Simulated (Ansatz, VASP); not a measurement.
## One calculation of Al2Pt, two programs

```
Al Pt
1.0
     0.00000    2.95500    2.95500
     2.95500    0.00000    2.95500
     2.95500    2.95500    0.00000
Al Pt
2 1
Direct
  0.25000 0.25000 0.25000
  0.75000 0.75000 0.75000
  0.00000 0.00000 0.00000
```

Alike in both runs: task relaxation of cell and atoms; functional PBE; k mesh 12 × 12 × 12; occupations gaussian, width 0.1 eV; no spin polarisation.

```csv
,VASP,Ansatz
version,VASP 6.6.1,Ansatz 0.2.0
potentials or method,"VASP PAW PBE potentials, release 64 (Al, Pt)","scalar-relativistic, plane waves, PAW"
plane-wave cutoff (eV),600,420
valence electrons in the cell,16,24
```

Ansatz gave:

| Property | Result |
| --- | --- |
| gap on the k mesh at the Fermi level, each at its own relaxed structure (eV) | none |
| relaxed volume (Å³/atom) | 17.52 |
| relaxed cell length with the largest relative difference (Å) | 4.205 |
| energy change over the relaxation (meV/atom) | -2 |

Q: Which values does VASP return?

A: gap on the k mesh at the Fermi level, each at its own relaxed structure (eV): none; relaxed volume (Å³/atom): 17.50; relaxed cell length with the largest relative difference (Å): 4.203; energy change over the relaxation (meV/atom): -2.

A gap of «none» marks a metal or a gap that the smearing closes. The two sets of potentials don't hold the same shells in valence.

Spin-orbit coupling is left out, which matters for the levels of Pt. PBE usually gives volumes a little too large and moduli too small. Zero-point motion and thermal expansion aren't in these numbers.
